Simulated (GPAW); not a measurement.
MgS (Niningerite):

```xyz
2
Lattice="0.0000 2.6016 2.6016 2.6016 0.0000 2.6016 2.6016 2.6016 0.0000" Properties=species:S:1:pos:R:3 pbc="T T T"
S     2.6016    2.6016    2.6016
Mg    0.0000    0.0000    0.0000
```

Program: GPAW 26.7.0. Alike in all runs: task single point; no spin polarisation; cell as given; k mesh 7 × 7 × 7; smearing fermi-dirac 0.05 eV.

Question: Order these runs on this cell by their pressure, lowest first.
A. level LDA; potentials or basis the program's PAW data sets (release 1.2.1) made for this functional, pw; cutoff (eV) 600
B. level PBEsol; potentials or basis PAW data sets generated in the run's folder for this functional, pw; cutoff (eV) 600
C. level PBE; potentials or basis GPAW PAW data sets (gpaw-data 1.2.1), pw; cutoff (eV) 650

Answer: A (-3.3 GPa), B (-0.9 GPa), C (1.0 GPa).

Caveats: the cutoff is short for stress and forces, so pressures can be off by a GPa or more.
